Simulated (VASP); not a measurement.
# ZnO (zincite) (P6_3mc) in VASP: notebook, part 2 of 3

VASP 6.6.1.

## (4) Phonons, PBEsol

This run uses another cell than the first one, of 11.85 Å³/atom, 1.039 times its volume.

POSCAR

```
ZnO
1.0
    3.2367608139      0.0000000000      0.0000000000
   -1.6183804069      2.8031170908      0.0000000000
    0.0000000000      0.0000000000      5.2238626343
  Zn              O
     2     2
Direct
     0.3333333332999970    0.6666666667000030    0.4999835651137493
     0.6666666667000030    0.3333333332999970    0.9999835651137564
     0.6666666667000030    0.3333333332999970    0.3790264348862517
     0.3333333332999970    0.6666666667000030    0.8790264348862517
```

INCAR.step1

```
SYSTEM = ZnO
PREC = Accurate ; ENCUT = 600
EDIFF = 1E-8 ; ISMEAR = 0
SIGMA = 0.03 ; LREAL = .FALSE.
LASPH = .TRUE. ; NELM = 80
ALGO = Fast ; ISIF = 3
LWAVE = .FALSE. ; LCHARG = .FALSE.
GGA = PS ; KPAR = 2
IBRION = 2 ; NSW = 40
EDIFFG = -0.002
```

INCAR.step2

```
SYSTEM = ZnO
PREC = Accurate ; ENCUT = 600
EDIFF = 1E-8 ; ISMEAR = 0
SIGMA = 0.03 ; LREAL = .FALSE.
LASPH = .TRUE. ; NELM = 80
ALGO = Fast ; ISIF = 2
LWAVE = .FALSE. ; LCHARG = .FALSE.
GGA = PS ; KPAR = 2
IBRION = 6 ; NFREE = 2
POTIM = 0.015 ; NSW = 1
```

KPOINTS

```
regular mesh
0
G
  9 9 5
  0 0 0
```

Potentials or basis: VASP PAW PBE potentials, release 64 (Zn, O).

Launch:

```sh
cat potpaw_PBE.64/Zn/POTCAR potpaw_PBE.64/O/POTCAR > POTCAR
cp INCAR.step1 INCAR
mpirun -np 2 vasp_std > vasp.out
cp CONTCAR POSCAR
cp INCAR.step2 INCAR
mpirun -np 2 vasp_std > vasp.out
```

OUTCAR:

```text
SYSTEM = ZnO
   PREC = Accurate
   ENCUT = 600
   EDIFF = 1E-8
   ISMEAR = 0
   LREAL = .FALSE.
   LASPH = .TRUE.
   NELM = 80
   ISIF = 2
   GGA = PS
   IBRION = 6
   NFREE = 2
   POTIM = 0.015
   NSW = 1

 ion  position               nearest neighbor table
   1  0.333  0.667  0.500-   3 1.97   3 1.97   3 1.97   4 1.98
   2  0.667  0.333  1.000-   4 1.97   4 1.97   4 1.97   3 1.98
   3  0.667  0.333  0.379-   1 1.97   1 1.97   1 1.97   2 1.98
   4  0.333  0.667  0.879-   2 1.97   2 1.97   2 1.97   1 1.98

  LATTYP: Found a hexagonal cell.
 ALAT       =     3.2362649227
 C/A-ratio  =     1.6139715987

  Lattice vectors:

 A1 = (   3.2362649227,  -0.0000000000,   0.0000000000)
 A2 = (  -1.6181324613,   2.8026876365,   0.0000000000)
 A3 = (   0.0000000000,   0.0000000000,   5.2232396711)

Analysis of symmetry for initial positions (statically):
=====================================================================
 Subroutine PRICEL returns:
 Original cell was already a primitive cell.

 Routine SETGRP: Setting up the symmetry group for a
 hexagonal supercell.

 Subroutine GETGRP returns: Found 12 space group operations
 (whereof  6 operations were pure point group operations)
 out of a pool of 24 trial point group operations.

The static configuration has the point symmetry C_3v.
 The point group associated with its full space group is C_6v.

Analysis of symmetry for dynamics (positions and initial velocities):
=====================================================================
 Subroutine PRICEL returns:
 Original cell was already a primitive cell.

 Routine SETGRP: Setting up the symmetry group for a
 hexagonal supercell.

 Subroutine GETGRP returns: Found 12 space group operations
 (whereof  6 operations were pure point group operations)
 out of a pool of 24 trial point group operations.

The dynamic configuration has the point symmetry C_3v.
 The point group associated with its full space group is C_6v.

 Subroutine INISYM returns: Found 12 space group operations
 (whereof  6 operations are pure point group operations),
 and found     1 'primitive' translations

----------------------------------------------------------------------------------------

                                     Primitive cell

  volume of cell :      47.3760

  direct lattice vectors                    reciprocal lattice vectors
     3.236264923 -0.000000000  0.000000000     0.308998189  0.178400188  0.000000000
    -1.618132461  2.802687636  0.000000000     0.000000000  0.356800375  0.000000000
     0.000000000  0.000000000  5.223239671     0.000000000  0.000000000  0.191452061

  length of vectors
     3.236264923  3.236264923  5.223239671     0.356800375  0.356800375  0.191452061

  position of ions in fractional coordinates (direct lattice)
     0.333333333  0.666666667  0.499995273
[... 118 lines left out ...]
  volume of cell :       47.38
 maximum number of plane-waves:      1599
 NGX is ok and might be reduce to    28
   NGX = 13   NGY = 13   NGZ = 21

--------------------------------------- Ionic step        1  -------------------------------------------

 number of electron      36.0000009 magnetization

 Free energy of the ion-electron system (eV)
  ---------------------------------------------------
  ext. energy  EPLUGINS =         0.00000000
  ---------------------------------------------------
  free energy    TOTEN  =       -19.41520450 eV

  energy without entropy =      -19.41520450  energy(sigma->0) =      -19.41520450

------------------------ aborting loop because EDIFF is reached ----------------------------------------

  FORCE on cell =-STRESS in cart. coord.  units (eV):
  Direction    XX          YY          ZZ          XY          YZ          ZX
  --------------------------------------------------------------------------------------
  -------------------------------------------------------------------------------------
  Total       -0.0024985     -0.0024985      0.0030337     -0.0000000      0.0000000      0.0000000
  in kB       -0.0844935     -0.0844935      0.1025948     -0.0000000      0.0000000      0.0000000
  external PRESSURE =      -0.0221308 kB  Pullay stress =       0.0000000 kB
[... 291 lines left out ...]
--------------------------------------- Ionic step        9  -------------------------------------------

 number of electron      36.0000011 magnetization

 Free energy of the ion-electron system (eV)
  ---------------------------------------------------
  ext. energy  EPLUGINS =         0.00000000
  ---------------------------------------------------
  free energy    TOTEN  =       -19.41390980 eV

  energy without entropy =      -19.41390980  energy(sigma->0) =      -19.41390980

 E-fermi :   1.2948     XC(G=0): -11.2111

 val. band max:        1.0924734504   @ k =   0.0000   0.0000   0.0000
 cond. band min:       1.7756983494   @ k =   0.0000   0.0000   0.0000
 fundamental gap:      0.6832248990
 Fermi energy:         1.2947518607

 k-point     1 :       0.0000    0.0000    0.0000
  band No.  band energies     occupation
      1     -16.9897      2.00000
      2     -16.2413      2.00000
      3      -4.6850      2.00000
      4      -4.6390      2.00000
      5      -4.6390      2.00000
      6      -4.6132      2.00000
[... 589 lines left out ...]
     21       8.8162      0.00000
     22       9.0887      0.00000

 [... further k-points ...]

------------------------ aborting loop because EDIFF is reached ----------------------------------------

  FORCE on cell =-STRESS in cart. coord.  units (eV):
  Direction    XX          YY          ZZ          XY          YZ          ZX
  --------------------------------------------------------------------------------------
  -------------------------------------------------------------------------------------
  Total       -0.0664994     -0.0664994      0.1470723     -0.0000000     -0.0000000     -0.0000000
  in kB       -2.2488958     -2.2488958      4.9737362     -0.0000000     -0.0000000     -0.0000000
  external PRESSURE =       0.1586482 kB  Pullay stress =       0.0000000 kB
[... 19 lines left out ...]
  FREE ENERGIE OF THE ION-ELECTRON SYSTEM (eV)
  ---------------------------------------------------
  free  energy   TOTEN  =       -19.4139098007 eV

  energy  without entropy=      -19.4139098007  energy(sigma->0) =      -19.41390980

 INTERNAL STRAIN TENSORS FROM DISPLACED ATOMS
 ============================================

 INTERNAL STRAIN TENSOR FOR ION    1 for displacements in x,y,z  (eV/Angst):
          X           Y           Z          XY          YZ          ZX
  --------------------------------------------------------------------------------
  x    -0.00000     0.00000     0.00000    -7.13608    -0.00000    -4.50930
  y    -7.13608     7.13608    -0.00000     0.00000    -4.50930    -0.00000
  z    -4.49456    -4.49456     8.97089    -0.00000    -0.00000    -0.00000

 INTERNAL STRAIN TENSOR FOR ION    4 for displacements in x,y,z  (eV/Angst):
          X           Y           Z          XY          YZ          ZX
  --------------------------------------------------------------------------------
  x    -0.00000     0.00000     0.00000    -8.11276     0.00000     4.50823
  y    -8.11276     8.11276    -0.00000     0.00000     4.50824     0.00000
  z     4.48904     4.48904    -8.94889     0.00000    -0.00000     0.00000

 Eigenvectors and eigenvalues of the dynamical matrix
 ----------------------------------------------------

   1 f  =   15.950169 THz   100.217866 2PiTHz  532.040363 cm-1    65.964568 meV
             X         Y         Z           dx          dy          dz
     -0.000000  1.868458  2.611595     0.000000    0.000000   -0.093006
      1.618132  0.934229  5.223215    -0.000000   -0.000000    0.093006
      1.618132  0.934229  1.979685    -0.000000   -0.000000   -0.700964
     -0.000000  1.868458  4.591305     0.000000    0.000000    0.700964
[... 71 lines left out ...]
  12 f/i=    0.016000 THz     0.100531 2PiTHz    0.533703 cm-1     0.066171 meV
             X         Y         Z           dx          dy          dz
     -0.000000  1.868458  2.611595    -0.000000    0.000000    0.633355
      1.618132  0.934229  5.223215    -0.000000    0.000000    0.633355
      1.618132  0.934229  1.979685    -0.000000    0.000000    0.314423
     -0.000000  1.868458  4.591305    -0.000000    0.000000    0.314423

 ELASTIC MODULI CONTR FROM IONIC RELAXATION (kBar)
 Direction    XX          YY          ZZ          XY          YZ          ZX
 --------------------------------------------------------------------------------
 XX        -711.8338    296.8512    413.8877     -0.0000     -0.0000      0.0000
 YY         296.8512   -711.8338    413.8877     -0.0000      0.0000     -0.0000
 ZZ         413.8877    413.8877   -825.5914      0.0000     -0.0000     -0.0000
 XY          -0.0000     -0.0000      0.0000   -504.3425      0.0000      0.0000
 YZ           0.0000      0.0000     -0.0000      0.0000   -189.0959     -0.0000
 ZX           0.0000     -0.0000     -0.0000      0.0000     -0.0000   -189.0956
 --------------------------------------------------------------------------------
```

Run time: 10 min. Hardware: 2 MPI ranks of Intel Xeon Platinum 8259CL at 2.50GHz (Skylake/Cascade Lake), shared host; peak memory 0.47 GiB.

What came out:

| Quantity | Value |
| --- | --- |
| Highest phonon frequency at Γ, LO-TO splitting left out | 532 cm⁻¹ |

Phonon frequencies in cm⁻¹ (negative: imaginary):
```
              q point                               frequencies
(0.000, 0.000, 0.000)  -1 0 0 88 88 253 373 392 392 424 424 532
```

Caveat: the PAW data sets were made with another functional, which shifts forces and pressure a little.

## (5) Dielectric tensor, PBEsol

This run uses another cell than the first one, of 11.84 Å³/atom, 1.039 times its volume.

INCAR

```
SYSTEM = ZnO
PREC = Accurate ; ENCUT = 600
EDIFF = 1E-8 ; ISMEAR = 0
SIGMA = 0.03 ; LREAL = .FALSE.
LASPH = .TRUE. ; NELM = 80
ALGO = Fast ; ISIF = 2
LWAVE = .FALSE. ; LCHARG = .FALSE.
GGA = PS ; LEPSILON = .TRUE.
KPAR = 2
```

KPOINTS

```
regular mesh
0
G
  15 15 9
  0 0 0
```

POSCAR

```
ZnO                                     
1.0
    3.2362649227     -0.0000000000      0.0000000000
   -1.6181324613      2.8026876365     -0.0000000000
    0.0000000000     -0.0000000000      5.2232396711
  Zn              O             
     2     2
Direct
     0.3333333332999970    0.6666666667000030    0.4999952734935557
     0.6666666667000030    0.3333333332999970    0.9999952734935627
     0.6666666667000030    0.3333333332999970    0.3790147265064452
     0.3333333332999970    0.6666666667000030    0.8790147265064453
```

Potentials or basis: VASP PAW PBE potentials, release 64 (Zn, O).

Launch:

```sh
cat potpaw_PBE.64/Zn/POTCAR potpaw_PBE.64/O/POTCAR > POTCAR
mpirun -np 2 vasp_std > vasp.out
```

OUTCAR:

```text
SYSTEM = ZnO
   PREC = Accurate
   ENCUT = 600
   EDIFF = 1E-8
   ISMEAR = 0
   LREAL = .FALSE.
   LASPH = .TRUE.
   NELM = 80
   ISIF = 2
   GGA = PS
   LEPSILON = .TRUE.

 ion  position               nearest neighbor table
   1  0.333  0.667  0.500-   3 1.97   3 1.97   3 1.97   4 1.98
   2  0.667  0.333  1.000-   4 1.97   4 1.97   4 1.97   3 1.98
   3  0.667  0.333  0.379-   1 1.97   1 1.97   1 1.97   2 1.98
   4  0.333  0.667  0.879-   2 1.97   2 1.97   2 1.97   1 1.98

  LATTYP: Found a hexagonal cell.
 ALAT       =     3.2362649227
 C/A-ratio  =     1.6139715987

  Lattice vectors:

 A1 = (   3.2362649227,   0.0000000000,   0.0000000000)
 A2 = (  -1.6181324613,   2.8026876365,   0.0000000000)
 A3 = (   0.0000000000,   0.0000000000,   5.2232396711)

Analysis of symmetry for initial positions (statically):
=====================================================================
 Subroutine PRICEL returns:
 Original cell was already a primitive cell.

 Routine SETGRP: Setting up the symmetry group for a
 hexagonal supercell.

 Subroutine GETGRP returns: Found 12 space group operations
 (whereof  6 operations were pure point group operations)
 out of a pool of 24 trial point group operations.

The static configuration has the point symmetry C_3v.
 The point group associated with its full space group is C_6v.

Analysis of symmetry for dynamics (positions and initial velocities):
=====================================================================
 Subroutine PRICEL returns:
 Original cell was already a primitive cell.

 Routine SETGRP: Setting up the symmetry group for a
 hexagonal supercell.

 Subroutine GETGRP returns: Found 12 space group operations
 (whereof  6 operations were pure point group operations)
 out of a pool of 24 trial point group operations.

[... 796 lines left out ...]

 Free energy of the ion-electron system (eV)
  ---------------------------------------------------
  ---------------------------------------------------
  free energy    TOTEN  =        -0.61337224 eV

  energy without entropy =       -0.61337224

------------------------ aborting loop because EDIFF is reached ----------------------------------------

--------------------------------------- Ionic step        2  -------------------------------------------

------------------------ aborting loop because EDIFF is reached ----------------------------------------

--------------------------------------- Ionic step        3  -------------------------------------------

 Free energy of the ion-electron system (eV)
  ---------------------------------------------------
  ---------------------------------------------------
  free energy    TOTEN  =        -0.60879303 eV

  energy without entropy =       -0.60879303

------------------------ aborting loop because EDIFF is reached ----------------------------------------

 PIEZOELECTRIC TENSOR FIELD DIRECTION 3  (e Angst)
 -----------------------------------------------------------------------------
     1.13596  0.00000  0.00000           (  0.05221  0.00000  0.00000)
     0.00000  1.13596 -0.00000           (  0.00000  0.05221  0.00000)
     0.00000 -0.00000 -2.30612           (  0.00000  0.00000 -0.10749)

 PIEZOELECTRIC TENSOR FIELD DIRECTION 3  (C/m^2)
 -----------------------------------------------------------------------------
     0.38416  0.00000  0.00000
     0.00000  0.38416 -0.00000
     0.00000 -0.00000 -0.77989

 MACROSCOPIC STATIC DIELECTRIC TENSOR (including local field effects in DFT)
 ------------------------------------------------------
           5.464596     0.000000     0.000000
           0.000000     5.464596     0.000000
           0.000000     0.000000     5.434527
 ------------------------------------------------------

 PIEZOELECTRIC TENSOR (including local field effects)  for field in x, y, z        (e  Angst)
          XX          YY          ZZ          XY          YZ          ZX
  --------------------------------------------------------------------------------
  x     0.00000    -0.00000     0.00000     0.00000     0.00000     1.20742
  y     0.00000    -0.00000     0.00000    -0.00000     1.20742     0.00000
  z     1.13596     1.13596    -2.30612     0.00000     0.00000     0.00000

 PIEZOELECTRIC TENSOR (including local field effects)  for field in x, y, z        (C/m^2)
          XX          YY          ZZ          XY          YZ          ZX
  --------------------------------------------------------------------------------
  x     0.00000    -0.00000     0.00000     0.00000     0.00000     0.40833
  y     0.00000    -0.00000     0.00000    -0.00000     0.40833     0.00000
  z     0.38416     0.38416    -0.77989     0.00000     0.00000     0.00000

 BORN EFFECTIVE CHARGES (including local field effects) (in |e|, cummulative output)
 ---------------------------------------------------------------------------------
 ion    1
    1     2.11129     0.00000     0.00000
    2     0.00000     2.11129     0.00000
    3     0.00000     0.00000     2.16501
 ion    2
    1     2.11129     0.00000    -0.00000
    2     0.00000     2.11129     0.00000
    3    -0.00000     0.00000     2.16501
 ion    3
    1    -2.11129    -0.00000     0.00000
    2    -0.00000    -2.11129     0.00000
    3     0.00000     0.00000    -2.16501
 ion    4
    1    -2.11129    -0.00000     0.00000
    2    -0.00000    -2.11129     0.00000
    3    -0.00000     0.00000    -2.16501
```

stdout:

```text
POSCAR found type information on POSCAR ZnO
 POSCAR found :  2 types and       4 ions
 scaLAPACK will be used
 -----------------------------------------------------------------------------
|                                                                             |
[... 106 lines left out ...]
 LRF_COMMUTATOR internal error: the vector H(1)-e(1) S(1) |phi(0)> is not orthog
 onal to |phi(0)> (1.046809530894244E-004,-2.678413046908190E-015)
 LRF_COMMUTATOR internal error: the vector H(1)-e(1) S(1) |phi(0)> is not orthog
 onal to |phi(0)> (1.115172317516368E-004,-2.595146320061303E-015)
 LRF_COMMUTATOR internal error: the vector H(1)-e(1) S(1) |phi(0)> is not orthog
 onal to |phi(0)> (-1.042417718578647E-004,1.136243876764809E-016)
 LRF_COMMUTATOR internal error: the vector H(1)-e(1) S(1)
```

Wall time 20 min (2 MPI ranks of Intel Xeon Platinum 8259CL at 2.50GHz (Skylake/Cascade Lake), shared host); peak memory 1.4 GiB.

What came out:

| Property | Result |
| --- | --- |
| Band gap on the k mesh | 0.68 eV, direct |
| Electronic dielectric tensor (diagonal) | 5.46, 5.46, 5.43 |
| Born charges (mean of the diagonal) | Zn +2.13; O -2.13 e |

Levels at points of the mesh, in eV from the valence-band top:
```csv
k point,band 14,band 15,band 16,band 17,band 18,band 19,band 20,band 21,band 22
"(0.00, 0.00, 0.00)",-0.81,-0.81,-0.09,0.00,0.00,0.68,5.14,8.08,12.81
```

Electronic dielectric tensor:
```
5.46 0.00 0.00
0.00 5.46 0.00
0.00 0.00 5.43
```

Born effective charge tensors (e):
atom 1, Zn
```
2.11 0.00 0.00
0.00 2.11 0.00
0.00 0.00 2.17
```
atom 2, Zn
```
2.11 0.00 0.00
0.00 2.11 0.00
0.00 0.00 2.17
```
atom 3, O
```
-2.11  0.00  0.00
 0.00 -2.11  0.00
 0.00  0.00 -2.17
```
atom 4, O
```
-2.11  0.00  0.00
 0.00 -2.11  0.00
 0.00  0.00 -2.17
```

Caveat: the gap is small at this level, which inflates the dielectric constant; the PAW data sets were made with another functional, which shifts forces and pressure a little; an odd mesh through Γ misses points on the zone boundary, where band edges often lie.

(Part 2 of 3 ends here.)
